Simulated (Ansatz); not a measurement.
Take AlSb in the zinc blende structure (space group F-43m, No. 216) as the base.

```
CELL_PARAMETERS angstrom
      0.00000     3.07852     3.07852
      3.07852     0.00000     3.07852
      3.07852     3.07852     0.00000
ATOMIC_POSITIONS crystal
  Sb 0.75000 0.75000 0.75000
  Al 0.00000 0.00000 0.00000
```

Cartesian axes are those of the cell as printed.

Level of theory: PBEsol/PAW in Ansatz (a program for electronic structure), scalar-relativistic without spin-orbit coupling.

Now apply this change: the cell is scaled by 0.9782 in all directions, atoms relaxed at fixed cell.

**Question.** Predict the stress tensor and what it implies for the stiffness.

**Answer.** Stress of the strained cell less that of the base (GPa, compression positive):
```
   4.11    0.00    0.00
   0.00    4.11    0.00
   0.00    0.00    4.11
```

Then B = −ΔP/(ΔV/V₀) with ΔV/V₀ = -0.0640 gives secant stiffness values (nonlinear terms included at this strain): B ≈ 64 GPa.

As a check, the harmonic strain energy −½ V₀ Δσ:ε is 24 meV/atom; the computed energy rise is 23 meV/atom.

Whether these cells are dynamically stable was not tested.
